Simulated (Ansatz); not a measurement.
# Te: the cost of one run

Method: DFT LDA, scalar-relativistic, in Ansatz 0.2.0.

## Step 1: The system as given

The structure is monoclinic, space group C2/m (No. 12). The conventional cell has a = 8.468 Å, b = 4.742 Å, c = 3.959 Å, α = 90.00°, β = 91.89°, γ = 90.00°. Te (site symmetry m) is surrounded by 6 Te at 2.99 to 3.25 Å. Around Te (site symmetry 2/m) lie 6 Te at 2.99 to 3.10 Å.

Cell or atoms stand a little off a more symmetric structure (R-3m at a tolerance of 0.3 Å), so results at this geometry aren't those of that ideal crystal.

Structure file:

```xyz
3
Lattice="4.2341 -2.3712 0.0000 4.2341 2.3712 0.0000 -0.1305 0.0000 3.9573" Properties=species:S:1:pos:R:3 pbc="T T T"
Te    5.6364    0.0000    2.6712
Te    2.7013    0.0000    1.2861
Te    0.0000    0.0000    0.0000
```

Atoms are numbered in the order of the input: Te1, Te2, Te3.

## Step 2: After the deformation

Space group C2/m before, C2/m after.

## Step 3: Full-potential LAPW

Contents of input.yaml:

```yaml
crystal:
  lattice:
    - [4.107077, -2.300064, 0.0]
    - [4.107077, 2.300064, 0.0]
    - [-0.1265365, 0.0, 3.95735]
  atoms:
    - { symbol: Te, position: [0.676, 0.676, 0.675] }
    - { symbol: Te, position: [0.324, 0.324, 0.325] }
    - { symbol: Te, position: [0.0, 0.0, 0.0] }
kpoints:
  mp_grid: { grid: [8, 8, 8] }
  band_path:
    path:
      - [0.0, 0.0, 0.0]
      - [-0.3284870412, 0.3284870412, 0.0]
      - [-0.6715129588, -0.3284870412, 0.0]
      - [-0.5, -0.5, 0.0]
      - [0.0, 0.0, 0.0]
      - [-0.5, -0.5, 0.5]
      - [-0.6767167983, -0.3232832017, 0.5]
      - [-0.3232832017, 0.3232832017, 0.5]
      - [0.0, 0.0, 0.5]
    npoints: 5
scf:
  occupations: { method: fermi_dirac, width: 0.05 }
hamiltonian:
  xc: lda
  pseudopotentials: { kind: all_electron, lapw: { basis_error: 0.001 } }
output:
  forces: true
  stress: true
  eigenvalues: true
```

Launch:

```bash
$ ansatz run input.yaml --threads 1 --pin off --max-ram 6144MiB --backend cpu --events-out ev --progress --plain --runs-dir out
```

Q: Estimate wall time and peak memory on 1 thread of AMD EPYC 9R45 (Zen 5), shared host.

About 24 s, with a peak of 0.8 GiB.
